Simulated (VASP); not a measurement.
A run of VASP 6.6.1:

The input INCAR:

```
  PREC = Accurate
  ENCUT = 520
  EDIFF = 1E-7
  ISMEAR = 0
  SIGMA = 0.1
  LREAL = False
  LASPH = True
  NELM = 150
  ALGO = Normal
  ISIF = 3
  LWAVE = False
  LCHARG = False
  ISPIN = 2
  MAGMOM = 0.8
  LORBIT = 11
  LMAXMIX = 4
  GGA = PE
  IBRION = 2
  NSW = 80
  EDIFFG = -0.002
  AMIX = 0.2
```

The input KPOINTS:

```
Automatic mesh
0
Gamma
  20 20 20
```

The input POSCAR:

```
Ni
1.0
    0.0000000000      1.7619350000      1.7619350000
    1.7619350000      0.0000000000      1.7619350000
    1.7619350000      1.7619350000      0.0000000000
Ni
1
Direct
    0.0000000000      0.0000000000      0.0000000000
```

Potentials or basis: VASP PAW PBE potentials, release 64 (Ni).

The run is started by

```console
$ cat potpaw_PBE.64/Ni/POTCAR > POTCAR
$ mpirun -np 1 vasp_std > vasp.out
```

Hardware: 1 thread of Intel(R) Xeon(R) Platinum 8488C (Sapphire Rapids), on a shared host.

Question: How long does it take, and how much memory?

Answer: It took 66 s on 1 thread of Intel(R) Xeon(R) Platinum 8488C (Sapphire Rapids), with other jobs on the host, peak memory 0.17 GiB. Counts: scf iterations 33, k points 256, ion steps 3.
